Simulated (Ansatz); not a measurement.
Ansatz input file:

```yaml
crystal:
  lattice:
    - [6.6990634827, 0.0, 0.0]
    - [-3.3495317414, 5.8015591576, 0.0]
    - [0.0, 0.0, 28.7066625964]
  atoms:
    - { symbol: Cu, position: [0.4879467616, 0.8196667484, 0.5840118923] }
    - { symbol: Cu, position: [0.9130112982, 0.9556504752, 0.5859798443] }
    - { symbol: Cu, position: [0.6292126995, 0.5327392739, 0.5902983098] }
    - { symbol: Cu, position: [0.05957377, 0.6748190406, 0.578981107] }
    - { symbol: Cu, position: [0.3443022791, 0.1002726507, 0.5918899424] }
    - { symbol: Cu, position: [0.7756919391, 0.2493394199, 0.5869230973] }
    - { symbol: Cu, position: [0.1996790919, 0.3867240561, 0.5879242765] }
    - { symbol: Cu, position: [0.2961225007, 0.8595631466, 0.6608647898] }
    - { symbol: Cu, position: [0.7239252381, 0.0071754438, 0.6597885204] }
    - { symbol: Cu, position: [0.4380954838, 0.5788630569, 0.6610410476] }
    - { symbol: Cu, position: [0.8745099436, 0.7250063735, 0.6604128734] }
    - { symbol: Cu, position: [0.1521071332, 0.1511432347, 0.6613690623] }
    - { symbol: Cu, position: [0.5837827708, 0.2944138335, 0.661984161] }
    - { symbol: Cu, position: [0.0101518044, 0.4391788951, 0.6602834273] }
    - { symbol: Cu, position: [0.1078145797, 0.9137226578, 0.7340379749] }
    - { symbol: Cu, position: [0.5348982787, 0.0549277132, 0.73387592] }
    - { symbol: Cu, position: [0.2490637287, 0.6262152573, 0.7342112023] }
    - { symbol: Cu, position: [0.6789794293, 0.7703163132, 0.7329459698] }
    - { symbol: Cu, position: [0.9627245185, 0.1989292538, 0.7333312672] }
    - { symbol: Cu, position: [0.3922434511, 0.341478586, 0.7346177113] }
    - { symbol: Cu, position: [0.8214093967, 0.4854806373, 0.7341695544] }
basis:
  ecutwfc: 420
kpoints:
  mp_grid: { grid: [6, 6, 1] }
hamiltonian:
  xc: pbe
scf:
  occupations: { method: gaussian, width: 0.1 }
output:
  forces: true
  stress: true
  eigenvalues: true
efield:
  axis: 3
  dipole_correction: true
  ramp_width: 0.04
```

Run as
```bash
ansatz run input.yaml --threads 8 --pin off --max-ram 20480MiB --backend cpu --events-out ev --progress --plain --runs-dir out
```

All numbers below come from DFT PBE, scalar-relativistic, plane waves, PAW (Ansatz 0.2.0).

Abridged output:

```
Pseudopotentials: kind: paw
Pseudopotential: Cu, paw, valence charge 19, recommended cutoff 420 eV (normal)
Functional definition: PBE
Crystal: 21 atoms, lattice volume = 1115.685 Å³
Basis set: ecut = 420 eV, 21863 PW (Γ), exchange–correlation on 90×90×384 points (8 copies of the dense FFT grid, shifted against one another)
Bands: 240, of which v1, the nominal top of the filled ones, is band 200 counted from 1 (199 counted from 0)
Symmetry: 1 space group operations
Space group: P1 (ITA 1), of the structure as read, at distance tolerance 1.0e-4 Å
k-points: 20 of 36 (time reversal used)
Initial density: superposition of atomic densities (neutral atoms: chi_scale 0, normalization atom), corrected by the library's trained network
Initial wavefunctions: pseudopotential atomic-orbital guess
Functional: x = pbe(κ = 0.804, μ = 0.21951497), c = pbe(β = 0.06672455)
SCF iter   1: F=—  HF=-139122.063223 eV  |F-HF|=—  |Δ(HF+E_count)|=         —  Δρ=1.77e-3  dr2=9.03e-2  ethr=1.77e-3  p= 0.000 e·Å  D=-5.82e-5 V/Å  ΔV_dip=0.00 eV  dr2_dipole=6.27e-4  V_vac-E_F(+/−)=4.82/4.82 eV  ⟨swp⟩=9.2  Hψ=22861  notcnv=0  defer=290
efield: sawtooth ramp at fractional position 0.1368 (placed from the atoms, in the widest stretch of the axis that holds none; the zero of the levels goes with the place), width 0.0400; the density the first Hamiltonian is built on has a dipole p =  0.000 e·Å; the dipole correction subtracts the counter field D = -5.82e-5 V/Å, which shifts the + side's vacuum level by +0.00 eV against the − side's; the planar-averaged density in the ramp window peaks in size at 1.6e-5 e/Å³
SCF iter   2: F=—  HF=-139122.151370 eV  |F-HF|=—  |Δ(HF+E_count)|=   8.81e-2  Δρ=6.82e-3  dr2=3.15e-1  ethr=2.26e-5  p=0.001 e·Å  D=1.26e-4 V/Å  ΔV_dip= 0.00 eV  dr2_dipole=1.17e-5  V_vac-E_F(+/−)=4.80/4.80 eV  ⟨swp⟩=3.0  Hψ=11005  notcnv=0  defer=623
SCF iter   3: F=—  HF=-139122.084354 eV  |F-HF|=—  |Δ(HF+E_count)|=   6.70e-2  Δρ=1.89e-3  dr2=2.46e-2  ethr=2.26e-5  p=0.001 e·Å  D=1.38e-4 V/Å  ΔV_dip= 0.00 eV  dr2_dipole=1.22e-7  V_vac-E_F(+/−)=4.81/4.82 eV  ⟨swp⟩=2.6  Hψ=8426  notcnv=0  defer=623
SCF iter   4: F=—  HF=-139122.079348 eV  |F-HF|=—  |Δ(HF+E_count)|=   5.01e-3  Δρ=6.18e-4  dr2=3.14e-3  ethr=6.18e-6  p=0.001 e·Å  D=1.55e-4 V/Å  ΔV_dip= 0.00 eV  dr2_dipole=1.83e-6  V_vac-E_F(+/−)=4.80/4.80 eV  ⟨swp⟩=2.6  Hψ=9447  notcnv=0  defer=516
SCF iter   5: F=—  HF=-139122.079030 eV  |F-HF|=—  |Δ(HF+E_count)|=   3.19e-4  Δρ=2.98e-4  dr2=6.02e-4  ethr=7.88e-7  p=0.001 e·Å  D=1.60e-4 V/Å  ΔV_dip= 0.00 eV  dr2_dipole=2.39e-7  V_vac-E_F(+/−)=4.80/4.81 eV  ⟨swp⟩=2.4  Hψ=6507  notcnv=0  defer=516
SCF iter   6: F=—  HF=-139122.078999 eV  |F-HF|=—  |Δ(HF+E_count)|=   3.10e-5  Δρ=1.26e-4  dr2=1.27e-4  ethr=1.51e-7  p=0.001 e·Å  D=1.72e-4 V/Å  ΔV_dip= 0.00 eV  dr2_dipole=9.23e-9  V_vac-E_F(+/−)=4.80/4.81 eV  ⟨swp⟩=2.2  Hψ=7526  notcnv=0  defer=516
SCF iter   7: F=—  HF=-139122.078969 eV  |F-HF|=—  |Δ(HF+E_count)|=   2.95e-5  Δρ=4.31e-5  dr2=2.04e-5  ethr=3.17e-8  p=0.001 e·Å  D=1.76e-4 V/Å  ΔV_dip=-0.01 eV  dr2_dipole=6.24e-9  V_vac-E_F(+/−)=4.81/4.81 eV  ⟨swp⟩=2.0  Hψ=6346  notcnv=0  defer=516
SCF iter   8: F=—  HF=-139122.078941 eV  |F-HF|=—  |Δ(HF+E_count)|=   2.82e-5  Δρ=2.55e-5  dr2=6.78e-6  ethr=5.11e-9  p=0.001 e·Å  D=1.72e-4 V/Å  ΔV_dip= 0.00 eV  dr2_dipole=2.04e-9  V_vac-E_F(+/−)=4.81/4.81 eV  ⟨swp⟩=2.0  Hψ=6471  notcnv=0  defer=516
SCF iter   9: F=—  HF=-139122.078941 eV  |F-HF|=—  |Δ(HF+E_count)|=   3.23e-7  Δρ=8.97e-6  dr2=6.67e-7  ethr=1.70e-9  p=0.001 e·Å  D=1.77e-4 V/Å  ΔV_dip=-0.01 eV  dr2_dipole=8.59e-10  V_vac-E_F(+/−)=4.81/4.81 eV  ⟨swp⟩=2.0  Hψ=7657  notcnv=0  defer=516
SCF iter  10: F=-139122.078941 eV  HF=-139122.078941 eV  |F-HF|=2.88e-7  |Δ(HF+E_count)|=   1.19e-7  Δρ=2.68e-6  dr2=6.92e-8  ethr=2.51e-11  p=0.001 e·Å  D=1.77e-4 V/Å  ΔV_dip=-0.01 eV  dr2_dipole=9.55e-10  V_vac-E_F(+/−)=4.81/4.81 eV  ⟨swp⟩=23.4  Hψ=31713  notcnv=0
SCF 1 converged in 10 iterations: F = -139122.078941 eV  dr2 = 6.92e-8
SCF converged after 10 iterations
Free energy (F): -139122.078941 eV
Harris-Foulkes:  -139122.078941 eV  (|F-HF|=2.88e-7)
Internal energy: -139122.036124 eV  (E = F + TS)
E sigma→0 (E₀):  -139122.057533 eV
Entropy (-TS):   -0.042817 eV (-2.039 meV/atom)
Fermi energy:    0.021854 eV
Dipole field:    D = 0.000159 V/Å  (p = 0.000983 e·Å, saw-weighted, corrected)
Work function:   Φ+ = 4.8101 eV   Φ− = 4.8146 eV
Levels:          The Fermi level and band energies are counted from a zero that moves with the ramp; work functions are not
--- Per-component energies (eV) ---
  E_band       = -14150.570808
  E_kinetic    = 6292.318234
  E_local      = -1188154.708742  (includes V_loc(G=0)·N_el)
  E_nonlocal   = 8215.040597
  E_hartree    = 585721.634464
  E_xc         = -1865.872284
  E_vxc        = -2406.347794  (∫ρ·V_xc dr)
  E_paw        = -34948.197064  (= ΣΔE_a)
  E_vpaw       = -9540.324656  (= ΣTr[D̂ρ^β])
  E_aug_tail   = 0.005579  (compensation charges beyond the density's cutoff)
  E_efield     = 0.000000  (sawtooth field / dipole correction)
  E_vefield    = -0.006621  (∫n·V_field dr)
  E_ewald      = 485617.743091
  E_smearing   = -0.042817  (= −TS)
--- Forces (eV/Å), atoms counted from 1 ---
  atom   1  Cu    -0.02033273    -0.10794251     0.30480347
  atom   2  Cu     0.05448525     0.14134628     0.14351239
  atom   3  Cu     0.07150355    -0.05623508    -0.24472901
  atom   4  Cu    -0.00539515    -0.01120337     0.60237066
  atom   5  Cu    -0.05336854     0.03896848    -0.41509933
  atom   6  Cu    -0.05751028    -0.06347572     0.06940018
  atom   7  Cu     0.01364907     0.07159082    -0.00776144
  atom   8  Cu    -0.01964252     0.07365105    -0.08390233
  atom   9  Cu     0.02265282    -0.01055225    -0.09162610
  atom  10  Cu     0.05155032     0.01895403    -0.04153158
  atom  11  Cu    -0.08480575    -0.01935218    -0.09572560
  atom  12  Cu     0.00147587     0.00683477    -0.00317543
  atom  13  Cu    -0.00406753    -0.01295048     0.02264048
  atom  14  Cu     0.03301271    -0.06155970    -0.10482812
  atom  15  Cu    -0.01292783    -0.01083092    -0.02361056
  atom  16  Cu     0.01772500     0.00190967     0.00055355
  atom  17  Cu     0.00179586     0.00769950    -0.04458628
  atom  18  Cu    -0.01214780     0.00913496     0.02264152
  atom  19  Cu     0.00013976    -0.01056915     0.01322930
  atom  20  Cu    -0.00480953     0.00474629     0.00175141
  atom  21  Cu     0.00701822    -0.01016402    -0.02423796
--- Stress (GPa, compression-positive) ---
       -0.415389      -0.002595      -0.001687
       -0.002595      -0.415446      -0.004791
       -0.001687      -0.004791      -0.189434
  P = ⅓ Tr σ = -0.3401 GPa (-3.401 kbar)
--- Band table (eV; the first three rows and the last of 20) ---
  k-point 0: bands = ["-112.5897", "-112.5780", "-112.5656", "-112.5451", "-112.5412", "-112.5385", "-112.5368", "-112.3571", "-112.3315", "-112.3059", "-112.3002", "-112.2985", "-112.2962", "-112.2949", "-112.2912", "-112.2838", "-112.2801", "-112.2724", "-112.2566", "-112.2155", "-112.1086", "-69.9881", "-69.9836", "-69.9766", "-69.9695", "-69.9673", "-69.9627", "-69.9613", "-69.9482", "-69.9374", "-69.9329", "-69.9279", "-69.9218", "-69.9207", "-69.9173", "-69.9120", "-69.9074", "-69.9000", "-69.8983", "-69.8958", "-69.8871", "-69.8858", "-69.7630", "-69.7584", "-69.7375", "-69.7340", "-69.7333", "-69.7327", "-69.7307", "-69.7303", "-69.7266", "-69.7249", "-69.7030", "-69.6948", "-69.6891 ...
  k-point 1: bands = ["-112.5896", "-112.5779", "-112.5657", "-112.5450", "-112.5415", "-112.5385", "-112.5366", "-112.3571", "-112.3315", "-112.3056", "-112.3006", "-112.2985", "-112.2963", "-112.2948", "-112.2910", "-112.2838", "-112.2800", "-112.2724", "-112.2566", "-112.2155", "-112.1086", "-69.9901", "-69.9853", "-69.9785", "-69.9681", "-69.9644", "-69.9611", "-69.9596", "-69.9481", "-69.9392", "-69.9330", "-69.9284", "-69.9246", "-69.9190", "-69.9149", "-69.9102", "-69.9072", "-69.9001", "-69.8992", "-69.8959", "-69.8877", "-69.8870", "-69.7634", "-69.7587", "-69.7404", "-69.7377", "-69.7372", "-69.7325", "-69.7304", "-69.7280", "-69.7226", "-69.7174", "-69.7023", "-69.6953", "-69.6936 ...
  k-point 2: bands = ["-112.5896", "-112.5779", "-112.5657", "-112.5448", "-112.5420", "-112.5385", "-112.5364", "-112.3571", "-112.3315", "-112.3048", "-112.3014", "-112.2987", "-112.2965", "-112.2947", "-112.2908", "-112.2838", "-112.2800", "-112.2724", "-112.2566", "-112.2155", "-112.1086", "-69.9937", "-69.9870", "-69.9794", "-69.9669", "-69.9642", "-69.9603", "-69.9538", "-69.9464", "-69.9408", "-69.9331", "-69.9305", "-69.9236", "-69.9179", "-69.9124", "-69.9081", "-69.9063", "-69.9027", "-69.9006", "-69.8964", "-69.8896", "-69.8880", "-69.7642", "-69.7592", "-69.7465", "-69.7395", "-69.7379", "-69.7331", "-69.7301", "-69.7265", "-69.7207", "-69.7037", "-69.7012", "-69.7003", "-69.6971 ...
  k-point 19: bands = ["-112.5896", "-112.5780", "-112.5657", "-112.5446", "-112.5425", "-112.5382", "-112.5364", "-112.3571", "-112.3315", "-112.3043", "-112.3019", "-112.2990", "-112.2966", "-112.2943", "-112.2909", "-112.2839", "-112.2799", "-112.2724", "-112.2566", "-112.2155", "-112.1086", "-69.9949", "-69.9899", "-69.9742", "-69.9713", "-69.9622", "-69.9611", "-69.9490", "-69.9486", "-69.9414", "-69.9319", "-69.9306", "-69.9214", "-69.9173", "-69.9142", "-69.9078", "-69.9072", "-69.9019", "-69.8994", "-69.8981", "-69.8913", "-69.8879", "-69.7650", "-69.7587", "-69.7489", "-69.7399", "-69.7384", "-69.7342", "-69.7294", "-69.7254", "-69.7212", "-69.7041", "-69.6999", "-69.6985", "-69.693 ...
```

The run converged.

It took 66 s on 8 threads of Intel(R) Xeon(R) Platinum 8488C (Sapphire Rapids) (shared host), peak memory 9.7 GiB.